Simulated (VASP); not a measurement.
# SnS2 (Berndtite-2T) (P-3m1) in VASP: further runs

The runs below take SnS2 (Berndtite-2T) through relaxation of cell and atoms, with PBE+D3(BJ), LDA.

Program: VASP 6.6.1. These are calculated values, not measurements. Logs are shortened: lines on timing, memory, paths and dates and some standing lists are left out, and cuts for length are marked.

## 1. Starting point

It takes space group P-3m1 (No. 164, trigonal). The conventional cell has a = 3.570 Å, b = 3.570 Å, c = 5.167 Å, α = 90.00°, β = 90.00°, γ = 120.00°. Sn (site symmetry -3m) is surrounded by 6 S at 2.53 Å. S (site symmetry 3m) is surrounded by 3 Sn at 2.53 Å.

## 2. Relaxation of cell and atoms, PBE+D3(BJ), target pressure 9.78 GPa, at which the enthalpy is minimised

Input file INCAR:

```
SYSTEM = SnS2
PREC     = Accurate       ! precision mode
ENCUT    = 600            ! plane-wave cutoff, eV
EDIFF    = 1E-7           ! SCF threshold, eV
ISMEAR   = 0              ! smearing method
SIGMA    = 0.03           ! smearing width, eV
LREAL    = .FALSE.        ! projectors in reciprocal space
LASPH    = .TRUE.         ! aspherical terms in the spheres
NELM     = 80             ! most SCF steps
ALGO     = Normal         ! electronic algorithm
ISIF     = 3              ! what is computed and relaxed
LWAVE    = .FALSE.        ! write WAVECAR
LCHARG   = .FALSE.        ! write CHGCAR
GGA      = PE             ! functional
IVDW     = 12             ! dispersion correction
IBRION   = 2              ! ionic algorithm
NSW      = 90             ! ionic steps
EDIFFG   = -0.005         ! ionic threshold
PSTRESS  = 97.8
```

Input file KPOINTS:

```
Automatic mesh
0
G
  9 9 5
  0 0 0
```

Input file POSCAR:

```
SnS2                                    
1.0
    3.5698158082     -0.0000000000      0.0000000000
   -1.7849079041      3.0915511768      0.0000000000
   -0.0000000000      0.0000000000      5.1672015808
  Sn              S             
     1     2
Direct
     0.0000000000000000    0.0000000000000000    0.0000000000000000
     0.3333333332999970    0.6666666667000030    0.2841320349033035
     0.6666666667000030    0.3333333332999970    0.7158679650966967
```

Potentials or basis: VASP PAW PBE potentials, release 64 (Sn_d, S).

Run with:

```console
$ cat potpaw_PBE.64/Sn_d/POTCAR potpaw_PBE.64/S/POTCAR > POTCAR
$ mpirun -np 1 vasp_std > vasp.out
```

OUTCAR:

```text
SYSTEM = SnS2
   PREC = Accurate
   ENCUT = 600
   EDIFF = 1E-7
   ISMEAR = 0
   LREAL = .FALSE.
   LASPH = .TRUE.
   NELM = 80
   ISIF = 3
   GGA = PE
   IVDW = 12
   IBRION = 2
   NSW = 90
   EDIFFG = -0.005
   PSTRESS = 97.8
 IVDW          = 12

 ion  position               nearest neighbor table
   1  0.000  0.000  0.000-   2 2.53   3 2.53   3 2.53   2 2.53   3 2.53   2 2.53
   2  0.333  0.667  0.284-   1 2.53   1 2.53   1 2.53
   3  0.667  0.333  0.716-   1 2.53   1 2.53   1 2.53

  LATTYP: Found a hexagonal cell.
 ALAT       =     3.5698158082
 C/A-ratio  =     1.4474700821

  Lattice vectors:

 A1 = (   3.5698158082,   0.0000000000,   0.0000000000)
 A2 = (  -1.7849079041,   3.0915511768,   0.0000000000)
 A3 = (   0.0000000000,   0.0000000000,   5.1672015808)

Analysis of symmetry for initial positions (statically):
=====================================================================
 Subroutine PRICEL returns:
 Original cell was already a primitive cell.

 Routine SETGRP: Setting up the symmetry group for a
 hexagonal supercell.

 Subroutine GETGRP returns: Found 12 space group operations
 (whereof 12 operations were pure point group operations)
 out of a pool of 24 trial point group operations.

The static configuration has the point symmetry D_3d.

Analysis of symmetry for dynamics (positions and initial velocities):
=====================================================================
 Subroutine PRICEL returns:
 Original cell was already a primitive cell.

 Routine SETGRP: Setting up the symmetry group for a
 hexagonal supercell.

 Subroutine GETGRP returns: Found 12 space group operations
 (whereof 12 operations were pure point group operations)
 out of a pool of 24 trial point group operations.

The dynamic configuration has the point symmetry D_3d.

 Subroutine INISYM returns: Found 12 space group operations
 (whereof 12 operations are pure point group operations),
 and found     1 'primitive' translations

----------------------------------------------------------------------------------------

                                     Primitive cell

  volume of cell :      57.0266

  direct lattice vectors                    reciprocal lattice vectors
     3.569815808  0.000000000  0.000000000     0.280126498  0.161731109  0.000000000
    -1.784907904  3.091551177  0.000000000     0.000000000  0.323462218  0.000000000
     0.000000000  0.000000000  5.167201581     0.000000000  0.000000000  0.193528351

  length of vectors
     3.569815808  3.569815808  5.167201581     0.323462218  0.323462218  0.193528351

  position of ions in fractional coordinates (direct lattice)
     0.000000000  0.000000000  0.000000000
     0.333333333  0.666666667  0.284132035
     0.666666667  0.333333333  0.715867965

  ion indices of the primitive-cell ions
   primitive index   ion index
                 1           1
                 2           2
                 3           3

----------------------------------------------------------------------------------------

 KPOINTS: Automatic mesh

Automatic generation of k-mesh.
 Grid dimensions read from file:
 generate k-points for:    9    9    5

 Generating k-lattice:

  Cartesian coordinates                     Fractional coordinates (reciprocal lattice)
     0.031125166  0.017970123  0.000000000     0.111111111  0.000000000  0.000000000
     0.000000000  0.035940246  0.000000000     0.000000000  0.111111111  0.000000000
     0.000000000  0.000000000  0.038705670     0.000000000  0.000000000  0.200000000

  Length of vectors
     0.035940246  0.035940246  0.038705670

  Shift w.r.t. Gamma in fractional coordinates (k-lattice)
     0.000000000  0.000000000  0.000000000

 Subroutine IBZKPT returns following result:
 ===========================================
[... 61 lines left out ...]
   EMIN   =  10.00;   EMAX   =-10.00  energy-range for DOS
   EFERMI =   0.00;   METHOD = LEGACY
   ISMEAR =     0;   SIGMA  =   0.03  broadening in eV -4-tet -1-fermi 0-gaus
   EFERMI_NEDOS =   21; number of points for ismear=-14 and -15
   IALGO  =     38    algorithm
   IMIX   =      4    mixing-type and parameters
     AMIX     =   0.40;   BMIX     =  1.00
     AMIX_MAG =   1.60;   BMIX_MAG =  1.00
  volume/ion in A,a.u.               =      19.01       128.28
  Fermi-wavevector in a.u.,A,eV,Ry     =   1.260008  2.381070 21.600893  1.587621
  Thomas-Fermi vector in A             =   2.393539
   LORBIT       =      0    0 simple, 1 ext, 2 COOP (PROOUT), +10 PAW based schemes
   GGA     = PE    functional components
   LHFCALC =     F    Hartree Fock is set to
   AEXX    =    0.0000 exact exchange contribution
   IVDW    =    12    specifies the selected vdW correction
   LEPSILON=     F    determine dielectric tensor
   LRPA    =     F    only Hartree local field effects (RPA)
 conjugate gradient relaxation of ions
 non-spin polarized calculation
 Gauss-broadening in eV      SIGMA  =   0.03
  energy-cutoff  :      600.00
  volume of cell :       57.03
 maximum number of plane-waves:      1935
 NGX is ok and might be reduce to    30
   NGX = 15   NGY = 15   NGZ = 21

--------------------------------------- Ionic step        1  -------------------------------------------

 number of electron      26.0000002 magnetization

 Free energy of the ion-electron system (eV)
  ---------------------------------------------------
  ext. energy  EPLUGINS =         0.00000000
  ---------------------------------------------------
  free energy    TOTEN  =       -12.70006538 eV

  energy without entropy =      -12.70006538  energy(sigma->0) =      -12.70006538

------------------------ aborting loop because EDIFF is reached ----------------------------------------

 Edisp (eV)   -1.18583

 E8    (eV) :    -0.4863

  FORCE on cell =-STRESS in cart. coord.  units (eV):
  Direction    XX          YY          ZZ          XY          YZ          ZX
  --------------------------------------------------------------------------------------
  -------------------------------------------------------------------------------------
  Total       3.48764     3.48764     3.49797     0.00000     0.00000    -0.00000
  in kB      97.98619    97.98619    98.27630     0.00000     0.00000    -0.00000
  external pressure =        0.28 kB  Pullay stress =       97.80 kB

 VOLUME and BASIS-vectors are now :
 -----------------------------------------------------------------------------
  energy-cutoff  :      600.00
  volume of cell :       57.03
      direct lattice vectors                 reciprocal lattice vectors
     3.569815808  0.000000000  0.000000000     0.280126498  0.161731109  0.000000000
    -1.784907904  3.091551177  0.000000000     0.000000000  0.323462218  0.000000000
     0.000000000  0.000000000  5.167201581     0.000000000  0.000000000  0.193528351

 POSITION                                       TOTAL-FORCE (eV/Angst)
 -----------------------------------------------------------------------------------
      0.00000      0.00000      0.00000         0.000000      0.000000      0.000000
     -0.00000      2.06103      1.46817         0.000000      0.000000      0.001865
      1.78491      1.03052      3.69903        -0.000000     -0.000000     -0.001865
 -----------------------------------------------------------------------------------
    total drift:                                0.000000     -0.000000      0.000000

  FREE ENERGIE OF THE ION-ELECTRON SYSTEM (eV)
  ---------------------------------------------------
  free  energy   TOTEN  =       -13.8858970606 eV

  energy  without entropy=      -13.8858970606  energy(sigma->0) =      -13.88589706

  enthalpy is  TOTEN    =       -10.4048818154 eV   P V=        3.4810152452

--------------------------------------- Ionic step        2  -------------------------------------------

 number of electron      26.0000002 magnetization

 Free energy of the ion-electron system (eV)
  ---------------------------------------------------
  ext. energy  EPLUGINS =         0.00000000
  ---------------------------------------------------
  free energy    TOTEN  =       -12.70235596 eV

  energy without entropy =      -12.70235596  energy(sigma->0) =      -12.70235596

 E-fermi :   7.8223     XC(G=0): -10.6092

 val. band max:        7.6612346497   @ k =   0.1111   0.0000   0.0000
 cond. band min:       8.1934593368   @ k =   0.3333   0.3333   0.0000
 fundamental gap:      0.5322246870
 Fermi energy:         7.8222762062

 k-point     1 :       0.0000    0.0000    0.0000
  band No.  band energies     occupation
      1     -14.0581      2.00000
      2     -14.0581      2.00000
      3     -14.0057      2.00000
      4     -13.9692      2.00000
      5     -13.9692      2.00000
      6      -7.6590      2.00000
[... 457 lines left out ...]
      4     -13.9710      2.00000
      5     -13.9459      2.00000
      6      -6.4926      2.00000
[... 9 lines left out ...]
     16      13.1778      0.00000
     17      14.0963      0.00000

 [... further k-points ...]

------------------------ aborting loop because EDIFF is reached ----------------------------------------

 Edisp (eV)   -1.18523

 E8    (eV) :    -0.4860

  FORCE on cell =-STRESS in cart. coord.  units (eV):
  Direction    XX          YY          ZZ          XY          YZ          ZX
  --------------------------------------------------------------------------------------
  -------------------------------------------------------------------------------------
  Total       3.46850     3.46850     3.47281     0.00000     0.00000    -0.00000
  in kB      97.40108    97.40108    97.52212     0.00000     0.00000    -0.00000
  external pressure =       -0.36 kB  Pullay stress =       97.80 kB

 VOLUME and BASIS-vectors are now :
 -----------------------------------------------------------------------------
  energy-cutoff  :      600.00
  volume of cell :       57.05
      direct lattice vectors                 reciprocal lattice vectors
     3.570196237 -0.000000000 -0.000000000     0.280096648  0.161713875 -0.000000000
    -1.785098118  3.091880637  0.000000000     0.000000000  0.323427751 -0.000000000
    -0.000000000  0.000000000  5.168610252     0.000000000  0.000000000  0.193475606

 POSITION                                       TOTAL-FORCE (eV/Angst)
 -----------------------------------------------------------------------------------
      0.00000     -0.00000     -0.00000         0.000000      0.000000      0.000000
     -0.00000      2.06125      1.46866         0.000000     -0.000000     -0.004421
      1.78510      1.03063      3.69995        -0.000000      0.000000      0.004421
 -----------------------------------------------------------------------------------
    total drift:                               -0.000000     -0.000000     -0.000000

  FREE ENERGIE OF THE ION-ELECTRON SYSTEM (eV)
  ---------------------------------------------------
  free  energy   TOTEN  =       -13.8875872254 eV

  energy  without entropy=      -13.8875872254  energy(sigma->0) =      -13.88758723

  enthalpy is  TOTEN    =       -10.4048808215 eV   P V=        3.4827064039

 reached required accuracy - stopping structural energy minimisation
```

Wall time 62 s (1 thread of Intel Xeon 6975P-C (Granite Rapids), shared host); peak memory 0.23 GiB.

Results:

```
Free energy                                            : -13.8876 eV
Relaxed volume                                         : 19.02 Å³/atom
Relaxed cell                                           : a = 3.570 Å, b = 3.570 Å, c = 5.169 Å, α = 90.00°, β = 90.00°, γ = 120.00°
Space group after relaxing (to 0.05 Å)                 : P-3m1 (No. 164)
Energy change on relaxing (the enthalpy is what falls) : -0.6 meV/atom
Ionic steps                                            : 2
Pressure after relaxing                                : 9.7 GPa
Largest force after relaxing                           : 0.004 eV/Å
Band gap on the k mesh                                 : 0.53 eV, indirect (least direct gap 1.58 eV)
Dispersion energy per atom                             : -0.395 eV
```

Forces in eV/Å, atoms in the order of the input:
```
Sn   0.000  0.000  0.000
S    0.000  0.000 -0.004
S    0.000  0.000  0.004
```

Step by step:
```tsv
step	energy change (eV)	largest force (eV/Å)	pressure (GPa)	volume (Å³)
1	0.0000	0.0019	9.81	57.03
2	-0.0017	0.0044	9.74	57.05
```

Final structure:
```cif
data_structure
_symmetry_space_group_name_H-M 'P 1'
_symmetry_Int_Tables_number 1
_cell_length_a 3.5702
_cell_length_b 3.5702
_cell_length_c 5.1686
_cell_angle_alpha 90.000
_cell_angle_beta 90.000
_cell_angle_gamma 120.000
_cell_volume 57.05
loop_
_atom_site_label
_atom_site_type_symbol
_atom_site_fract_x
_atom_site_fract_y
_atom_site_fract_z
_atom_site_occupancy
Sn1 Sn 0.00000 0.00000 0.00000 1
S1 S 0.33333 0.66667 0.28415 1
S2 S 0.66667 0.33333 0.71585 1
```

Caveat: the cell is relaxed towards a set pressure, so the enthalpy falls and the energy may rise; spin-orbit coupling is left out, which moves the levels of the heavy elements; an odd mesh through Γ misses points on the zone boundary, where band edges often lie.

## 3. Relaxation of cell and atoms, LDA, target pressure 9.78 GPa, at which the enthalpy is minimised

This run uses another cell than the first one, of 22.43 Å³/atom, 1.180 times its volume.

Input file INCAR:

```
ALGO = Normal
EDIFF = 1E-6
EDIFFG = -0.01
ENCUT = 600
GGA = CA
IBRION = 2
ISIF = 3
ISMEAR = 0
LASPH = True
LCHARG = False
LREAL = False
LWAVE = False
NELM = 80
NSW = 90
PREC = Accurate
PSTRESS = 97.8
SIGMA = 0.03
```

Input file KPOINTS:

```
k-points
0
Gamma
  9 9 5
```

Input file POSCAR:

```
SnS2
1.0
    3.6390000000      0.0000000000      0.0000000000
   -1.8195000000      3.1514664444      0.0000000000
    0.0000000000      0.0000000000      5.8680000000
Sn S
1 2
Direct
    0.0000000000      0.0000000000      0.0000000000
    0.3333333333      0.6666666667      0.2500000000
    0.6666666667      0.3333333333      0.7500000000
```

Potentials or basis: VASP PAW LDA potentials, release 64 (Sn_d, S).

Run with:

```console
$ cat potpaw_LDA.64/Sn_d/POTCAR potpaw_LDA.64/S/POTCAR > POTCAR
$ mpirun -np 1 vasp_std > vasp.out
```

Run time: 7.6 min. Hardware: 1 thread of Intel Xeon 6975P-C (Granite Rapids), shared host; peak memory 0.22 GiB.

The run converged. Its results:

```
Free energy                                            : -14.8494 eV
Relaxed volume                                         : 18.56 Å³/atom
Relaxed cell                                           : a = 3.549 Å, b = 3.549 Å, c = 5.107 Å, α = 90.00°, β = 90.00°, γ = 120.00°
Space group after relaxing (to 0.05 Å)                 : P-3m1 (No. 164)
Energy change on relaxing (the enthalpy is what falls) : +72.7 meV/atom
Ionic steps                                            : 19
Pressure after relaxing                                : 9.7 GPa
Band gap on the k mesh                                 : 0.25 eV, indirect (least direct gap 1.45 eV)
```

The path:
```tsv
step	energy change (eV)	largest force (eV/Å)	pressure (GPa)	volume (Å³)
1	0.0000	0.0005	-0.68	67.30
2	0.9586	2.9841	29.44	54.02
3	0.1538	1.1027	9.45	61.01
4	0.1620	1.1323	9.73	60.88
5	0.1596	0.7930	9.81	59.34
6	0.3535	0.2805	11.81	54.87
7	0.2624	0.0606	10.97	56.16
8	0.1762	0.1666	8.06	56.66
9	0.1648	0.2273	7.38	56.79
10	0.3469	0.3702	14.17	54.03
11	0.2204	0.0178	9.91	55.66
12	0.2225	0.0251	10.03	55.63
13	0.2179	0.0147	9.76	55.70
14	0.2184	0.0162	9.80	55.69
15	0.2184	0.0161	9.80	55.69
16	0.2181	0.0153	9.76	55.69
17	0.2182	0.0157	9.76	55.69
18	0.2183	0.0155	9.78	55.69
19	0.2181	0.0012	9.72	55.69
```

Final structure:
```cif
data_structure
_symmetry_space_group_name_H-M 'P 1'
_symmetry_Int_Tables_number 1
_cell_length_a 3.5487
_cell_length_b 3.5487
_cell_length_c 5.1067
_cell_angle_alpha 90.000
_cell_angle_beta 90.000
_cell_angle_gamma 120.000
_cell_volume 55.69
loop_
_atom_site_label
_atom_site_type_symbol
_atom_site_fract_x
_atom_site_fract_y
_atom_site_fract_z
_atom_site_occupancy
Sn1 Sn 0.00000 0.00000 0.00000 1
S1 S 0.33333 0.66667 0.28593 1
S2 S 0.66667 0.33333 0.71407 1
```

Levels at points of the mesh, in eV from the valence-band top:
```
           k point  band 9  band 10  band 11  band 12  band 13  band 14  band 15  band 16  band 17
(0.00, 0.00, 0.00)   -1.58    -1.58    -1.50    -1.50    -0.05     1.40     2.63     4.88     4.88
```

Caveat: the cell is relaxed towards a set pressure, so the enthalpy falls and the energy may rise; the volume moved by over 15 % at a fixed basis, so the end points are rough; spin-orbit coupling is left out, which moves the levels of the heavy elements; an odd mesh through Γ misses points on the zone boundary, where band edges often lie.
